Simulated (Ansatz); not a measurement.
**Equation of state of PbSe**

A database entry relaxed whole under r2SCAN (Fm-3m):

```
CELL_PARAMETERS angstrom
0.00000 3.08938 3.08938
3.08938 0.00000 3.08938
3.08938 3.08938 0.00000
ATOMIC_POSITIONS crystal
Pb 0.00000 0.00000 0.00000
Se 0.50000 0.50000 0.50000
```

The cell was scaled uniformly, its shape held, and the atoms relaxed at each volume with plane-wave PAW DFT (Ansatz 0.2.0; r2SCAN, 500 eV, 8×8×8 Γ-centred mesh, fermi-dirac occupations of width 0.020 eV; no spin, no spin-orbit coupling). One row is withheld.

```tsv
volume (Å³/atom)	energy over the lowest (meV/atom)	pressure (GPa)
27.717	18.6	3.60
28.306	7.9	2.26
28.896	1.8	1.05
29.486	0.0	-0.03
30.076	?	?
30.665	7.3	-1.88
31.255	15.7	-2.66
```

Task: Fit the pressures of the other rows to the third-order Birch-Murnaghan form.

Result: With f = [(V₀/V)^(2/3) − 1]/2 and P = 3B₀f(1 + 2f)^(5/2)[1 + 3(B₀′ − 4)f/2], least squares gives V₀ = 29.47 Å³ an atom, B₀ = 51.5 GPa and B₀′ = 4.4; the rows miss the fit by less than 0.01 GPa. The slope of the energies differs from these pressures by less than 0.05 GPa.

Task: What does the withheld row hold?

Result: The fit gives -1.01 GPa at 30.076 Å³; the run gave -1.01 GPa and 1.9 meV an atom.

Caveats: the shape of the cell was held; 0 K, fixed nuclei; the symmetry was kept, and this need not be the phase that is stable at 0 K; one mesh for all volumes; pressure is positive in compression.
